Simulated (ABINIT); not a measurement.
A run of ABINIT 10.8.3 (patched build) is set up as follows.

The input run.abi:

```
# Pseudopotentials
pp_dirpath "./"
pseudos "Ti.upf"

# Structure
acell 3*1.0 Angstrom
rprim
     2.9500000000     0.0000000000     0.0000000000
    -1.4750000000     2.5547749412     0.0000000000
     0.0000000000     0.0000000000     4.6800000000
ntypat 1
znucl 22
natom 2
typat 1 1
xred
     0.6666666667     0.3333333333     0.7500000000
     0.3333333333     0.6666666667     0.2500000000

# Plane-wave basis
ecut 38.0

# k points
kptopt 1
ngkpt 8 8 4
nshiftk 1
shiftk 0.0 0.0 0.0

# Exchange and correlation
ixc -116133

# Bands and occupations
nband 16
occopt 3
tsmear 0.05 eV

# SCF cycle
nstep 100
tolvrs 1.0e-10

# Output
iomode 3
prtwf 0
prtden 0
prteig 0
prtebands 0
```

Potentials or basis: PseudoDojo NC SR PBEsol v0.4.1 standard.

Run with:

```console
$ mpirun --bind-to none -np 4 abinit run.abi > log 2>&1
```

(1) What does it give for the band gap on the k mesh?

(2) What does it give for the pressure?

Answers

(1) none (metal or under the smearing width).

(2) -6.1 GPa.
